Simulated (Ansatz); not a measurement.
How far is PAW off for Zr?

```
Zr
1.0
     3.18832    0.00000    0.00000
    -1.59416    2.76116    0.00000
     0.00000    0.00000    5.07744
Zr
2
Cartesian
  0.0000 1.8408 1.2694
  1.5942 0.9204 3.8081
```

Atom numbers follow the list: Zr1, Zr2.

The cell is COD entry 9008523, as deposited and not checked against the literature; nothing was relaxed. The listed cell was then made from it by scaling, straining or moving an atom.

All numbers are computed: DFT, PBE, PAW with Ansatz's default frozen-core files, scalar-relativistic (Ansatz 0.2.0); DFT, PBE, all-electron LAPW, scalar-relativistic (Ansatz 0.2.0).

For PAW: a Γ-centred 13×13×7 k mesh, Fermi–Dirac smearing of 0.08 eV, cutoff 420 eV, no spin polarisation. LAPW targets a basis error of 1 meV/atom. The Ansatz runs share mesh, smearing and spin set-up. Plane-wave (PAW) pressures include the program's estimate of the Pulay term.

Stress and pressure are positive in compression.

The change that made this cell: volume scaled by 0.96.

PAW results:

```tsv
quantity	PAW
pressure (GPa)	4.65
stress xx (GPa)	4.30
stress zz (GPa)	5.34
```

What does all-electron LAPW give for the same quantities?


```tsv
quantity	LAPW
pressure (GPa)	4.67
stress xx (GPa)	4.33
stress zz (GPa)	5.37
```
